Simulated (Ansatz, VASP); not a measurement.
## LiF: VASP beside Ansatz

The input POSCAR:

```
LiF
1.0
    0.0000000000      2.0343001485      2.0343001485
    2.0343001485      0.0000000000      2.0343001485
    2.0343001485      2.0343001485      0.0000000000
Li F
1 1
Direct
    0.5000000000      0.5000000000      0.5000000000
    0.0000000000      0.0000000000      0.0000000000
```

INCAR.step1

```
ALGO = Normal
EDIFF = 1E-4
ENCUT = 520
GGA = PE
ISMEAR = 0
LASPH = True
LCHARG = False
LREAL = False
LWAVE = True
NBANDS = 12
NELM = 60
PREC = Accurate
SIGMA = 0.02
```

INCAR.step2

```
ALGO = Normal
EDIFF = 1E-6
ENCUT = 520
ISIF = 2
ISMEAR = 0
ISTART = 1
LASPH = True
LCHARG = False
LMIXTAU = True
LREAL = False
LWAVE = False
METAGGA = R2SCAN
NBANDS = 12
NELM = 60
PREC = Accurate
SIGMA = 0.02
```

KPOINTS

```
k-points
0
Gamma
  10 10 10
```

Input for Ansatz:

```yaml
crystal:
  lattice:
    - [0.0, 2.0343001485, 2.0343001485]
    - [2.0343001485, 0.0, 2.0343001485]
    - [2.0343001485, 2.0343001485, 0.0]
  atoms:
    - { symbol: Li, position: [0.5, 0.5, 0.5] }
    - { symbol: F, position: [0.0, 0.0, 0.0] }
basis:
  ecutwfc: 500
kpoints:
  mp_grid: { grid: [10, 10, 10] }
  band_path:
    path:
      - [[0.0, 0.0, 0.0], [0.5, 0.0, 0.5], [0.625, 0.25, 0.625]]
      - [[0.375, 0.375, 0.75], [0.0, 0.0, 0.0], [0.5, 0.5, 0.5], [0.5, 0.25, 0.75], [0.5, 0.0, 0.5]]
    npoints: 14
hamiltonian:
  xc: r2scan
scf:
  occupations: { method: gaussian, width: 0.02 }
  n_extra_bands: 6
output:
  forces: true
  stress: true
  eigenvalues: true
  populations: true
  dos: { projected: true, de: 0.02, nscf_kmesh: { grid: [15, 15, 15] } }
  bader: true
  write_density: true
  write_potential: true
  elf: true
  volumetric_format: npy
```

Alike in both runs: task single point; functional r2SCAN; k mesh 10 × 10 × 10; occupations gaussian, width 0.02 eV; no spin polarisation.

```csv
,VASP,Ansatz
version,VASP 6.6.1,Ansatz 0.2.0
potentials or method,"VASP PAW PBE potentials, release 64 (Li_sv, F)","scalar-relativistic, plane waves, PAW"
plane-wave cutoff (eV),520,500
valence electrons in the cell,10,10
```

Ansatz gave:

* gap on the k mesh at the Fermi level (eV): 9.79
* least direct gap on the mesh (eV): 9.79

Estimate VASP's values.

gap on the k mesh at the Fermi level (eV): 9.97; least direct gap on the mesh (eV): 9.97.

The functional is the same, so the differences come from potentials, cutoffs and numerics.

 A k mesh can miss the band edges.
